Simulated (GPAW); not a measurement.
Crystal: MnO.

```
CELL_PARAMETERS angstrom
0.00000 2.22391 2.22391
2.22391 0.00000 2.22391
2.22391 2.22391 0.00000
ATOMIC_POSITIONS crystal
Mn 0.00000 0.00000 0.00000
O 0.50000 0.50000 0.50000
```

The cell is a database's computed one.

Base run:

```yaml
Program: GPAW 26.7.0
Functional: PBEsol
Potentials_or_basis: PAW data sets generated in the run's folder for this functional
Cutoff: 800 eV
Basis: pw
k_mesh: 10 × 10 × 10
Occupations: fermi-dirac, width 0.05 eV
Spin: collinear spin, ferromagnetic start
Starting_moments: "[4.0, 0.0] μB"
Hubbard_terms: Mn d U = 1 eV
```

Its results: pressure -0.4 GPa; net moment 4.93 μB per cell; site moments Mn +4.38; O +0.17 μB.

Problem. After a change of settings the same cell gave: pressure 4.9 GPa; net moment 5.00 μB per cell; site moments Mn +4.57; O +0.10 μB. Which change was it?
A. hubbard terms from Mn d U = 1 eV to none
B. hubbard terms from Mn d U = 1 eV to Mn d U = 3 eV
C. occupations from fermi-dirac, width 0.05 eV to gaussian, width 0.1 eV; hubbard terms from Mn d U = 1 eV to none
D. hubbard terms from Mn d U = 1 eV to Mn d U = 6 eV

Solution. D.

Caveats: a cell with one magnetic atom can't hold antiferromagnetic order, which such compounds often take.

Not every run made on this cell is shown here.
